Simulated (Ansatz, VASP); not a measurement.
## Two plane-wave programs on BN

```
B N
1.0
     0.00000    1.81239    1.81239
     1.81239    0.00000    1.81239
     1.81239    1.81239    0.00000
B N
1 1
Cartesian
  0.0000 0.0000 0.0000
  2.7186 2.7186 2.7186
```

Alike in both runs: functional PBE; k mesh 12 × 12 × 12; occupations gaussian, width 0.02 eV; no spin polarisation.

Ansatz relaxed the structure, and its values are those at the end. VASP's run is a single point on that final structure, the one shown.

```csv
,VASP,Ansatz
version,VASP 6.6.1,Ansatz 0.2.0
potentials or method,"VASP PAW PBE potentials, release 64 (B, N)","scalar-relativistic, plane waves, PAW"
plane-wave cutoff (eV),520,520
valence electrons in the cell,8,8
```

```csv
,VASP,Ansatz,Ansatz less VASP
gap on the k mesh at the Fermi level (eV),4.45,4.46,+0.011
least direct gap on the mesh (eV),8.78,8.79,+0.010
pressure (GPa),0.2,0.0,-0.20
```

A k mesh can miss the band edges. PBE gaps usually lie below the measured ones, often by a third to a half.
